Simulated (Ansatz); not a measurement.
Deforming LiCl

```yaml
crystal:
  lattice:
    - [0.00000, 2.56476, 2.56476]
    - [2.56476, 0.00000, 2.56476]
    - [2.56476, 2.56476, 0.00000]
  atoms:
    - { symbol: Li, position: [0.00000, 0.00000, 0.00000] }
    - { symbol: Cl, position: [0.50000, 0.50000, 0.50000] }
```

Atom numbers follow the list: Li1, Cl2.

Conventional cell: a = 5.130 Å, b = 5.130 Å, c = 5.130 Å, α = 90.00°, β = 90.00°, γ = 90.00°. Around Li (atom 1) lie 6 Cl at 2.56 Å. Cl (atom 2) is surrounded by 6 Li at 2.56 Å.

The cell is COD entry 1011314, as deposited and not checked against the literature; nothing was relaxed. It is an old determination, and later ones may differ.

These are results of DFT, PBE, PAW with Ansatz's default frozen-core files, scalar-relativistic (Ansatz 0.2.0), not measurements.

Settings: a Γ-centred 9×9×9 k mesh, Fermi–Dirac smearing of 0.03 eV, cutoff 420 eV, no spin polarisation.

The unchanged cell is at 0.40 GPa, so energy changes include a term −P ΔV where the volume moves.

Semilocal functionals give too small gaps.

x, y and z are the Cartesian axes of the cell as listed; fractional coordinates follow a strain, and an engineering shear is twice the off-diagonal strain component.

Vzz stands for the principal value of largest size of the field-gradient tensor, whatever its axis.

With x and y strained by +4 %, z held: energy change +7.9 meV/atom; stress change (xx, yy, zz, yz, xz, xy) -2.38, -2.38, -1.66, 0.00, 0.00, 0.00 GPa, compression positive; Vzz in 10²¹ V/m²: Li1 0 → -0.03 (η = 0.00), Cl2 0 → 0.29 (η = 0.00); gap on the k mesh 6.33 → 5.87 eV.

Task: With this change (xy engineering shear strain of -1 %), what becomes of the energy and stress and field gradients and gap?

Result: Energy change +0.1 meV/atom; stress change (xx, yy, zz, yz, xz, xy) 0.00, 0.00, 0.00, 0.00, 0.00, 0.25 GPa, compression positive; Vzz in 10²¹ V/m²: Li1 0 → 0 (under 0.004), Cl2 0 → -0.20 (η = 0.98); gap on the k mesh 6.33 → 6.30 eV.

Task: With this change (atom 2 (Cl) moved by (0.0000, 0.0000, 0.0500) Å), what becomes of the energy and stress and forces and field gradients and gap?

Result: Energy change +0.4 meV/atom; stress change (xx, yy, zz, yz, xz, xy) -0.01, -0.01, 0.10, 0.00, 0.00, 0.00 GPa, compression positive; change of the force on Cl2 (0.000, 0.000, -0.034) eV/Å; Vzz in 10²¹ V/m²: Li1 0 → 0 (under 0.004), Cl2 0 → -0.01 (η = 0.00); gap on the k mesh 6.33 → 6.33 eV.

Task: What force constant does this one finite step give for Cl2 along its displacement (all its periodic images move with it)?

Result: k = −ΔF·u/|u|² = 0.68 eV/Å², so the force pulls the atom back.
